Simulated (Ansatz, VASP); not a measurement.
# One calculation of BaTiO3, two programs

File INCAR:

```
PREC     = Accurate       # precision mode
ENCUT    = 520            # plane-wave cutoff, eV
EDIFF    = 1E-8           # SCF threshold, eV
ISMEAR   = -1             # smearing method
SIGMA    = 0.05           # smearing width, eV
LREAL    = False          # projectors in reciprocal space
LASPH    = True           # aspherical terms in the spheres
NELM     = 80             # most SCF steps
ALGO     = Normal         # electronic algorithm
ISIF     = 2              # what is computed and relaxed
LWAVE    = False          # write WAVECAR
LCHARG   = False          # write CHGCAR
GGA      = PE             # functional
LEFG     = True         
NBANDS   = 28             # bands
```

File KPOINTS:

```
regular mesh
0
Gamma
  8 8 8
```

The input POSCAR:

```
BaTiO3
1.0
    4.0858944633      0.0000000000      0.0000000000
    0.0000000000      4.0858944633      0.0000000000
    0.0000000000      0.0000000000      4.0858944633
Ba Ti O
1 1 3
Direct
    0.5000000000      0.5000000000      0.5000000000
    0.0000000000      0.0000000000      0.0000000000
    0.5000000000      0.0000000000      0.0000000000
    0.0000000000      0.5000000000      0.0000000000
    0.0000000000      0.0000000000      0.5000000000
```

Input for Ansatz:

```yaml
crystal:
  lattice:
    - [4.0858944633, 0.0, 0.0]
    - [0.0, 4.0858944633, 0.0]
    - [0.0, 0.0, 4.0858944633]
  atoms:
    - { symbol: Ba, position: [0.5, 0.5, 0.5] }
    - { symbol: Ti, position: [0.0, 0.0, 0.0] }
    - { symbol: O, position: [0.5, 0.0, 0.0] }
    - { symbol: O, position: [0.0, 0.5, 0.0] }
    - { symbol: O, position: [0.0, 0.0, 0.5] }
kpoints:
  mp_grid: { grid: [8, 8, 8] }
scf:
  occupations: { method: fermi_dirac, width: 0.05 }
hamiltonian:
  xc: pbe
  pseudopotentials: { kind: all_electron, datasets: crystal }
output:
  forces: true
  stress: true
  eigenvalues: true
  efg: { contact_densities: true }
```

Change from the starting cell: volume scaled by 1.06, crystal datasets.

Alike in both runs: task electric field gradients; functional PBE; k mesh 8 × 8 × 8; occupations fermi-dirac, width 0.05 eV; no spin polarisation.

|  | VASP | Ansatz |
| --- | --- | --- |
| version | VASP 6.6.1 | Ansatz 0.2.0 |
| potentials or method | VASP PAW PBE potentials, release 64 (Ba_sv, Ti_sv, O) | all-electron PAW with datasets made for the crystal, scalar-relativistic |
| plane-wave cutoff (eV) | 520 | see its input |

VASP gave:

- pressure (GPa): -5.8
- Vzz of the field gradient on the site that differs most (V/Å²): 30.2

Problem. Estimate Ansatz's values.

Solution. Pressure (GPa): -7.2; Vzz of the field gradient on the site that differs most (V/Å²): 30.0.

Ansatz ran all-electron here, so the differences hold the error of VASP's frozen core and of both bases. Ansatz warned: «gradients_without_spin_orbit».

Caveats: spin-orbit coupling is left out, which moves the levels of the heavy elements. A k mesh can miss the band edges.
